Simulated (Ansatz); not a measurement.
# Ionic part of the dielectric constant of CaSe at 6 GPa, mode by mode

The calculation used DFT PBEsol, scalar-relativistic, plane waves, PAW (Ansatz 0.2.0). Settings: 420 eV plane-wave cutoff, Γ-centred 8×8×8 mesh, fixed occupations. No spin polarisation. Phonons by linear response, acoustic sum rule imposed.

It takes space group Fm-3m (No. 225, cubic). The conventional cell has a = 5.686 Å, b = 5.686 Å, c = 5.686 Å, α = 90.00°, β = 90.00°, γ = 90.00°. Ca (site symmetry m-3m) has 6 Se at 2.84 Å as nearest neighbours. Around Se (site symmetry m-3m) lie 6 Ca at 2.84 Å.

The primitive cell has V = 45.96 Å³ and ε∞,zz = 6.167. Each polar mode adds Δε = (4.92064×10⁷/V)·S/ν² along z, with S its oscillator strength in e²/amu, ν in cm⁻¹ and V in Å³.

Question: From these modes, find each Δε and ε0,zz.
```
ν (cm⁻¹) S_zz (e²/amu)
   219.4         0.2029
```

Answer:
| ν (cm⁻¹) | Δε |
| --- | --- |
| 219.4 | 4.52 |

The sum is 4.516, so ε0,zz = 10.68; the run's tensor has 10.68.

Question: Where do the longitudinal modes lie for a wave vector along z?

Answer: At 289 cm⁻¹. The Lyddane–Sachs–Teller product Π(ν_LO/ν_TO)² = 1.73 matches ε0/ε∞ = 1.73.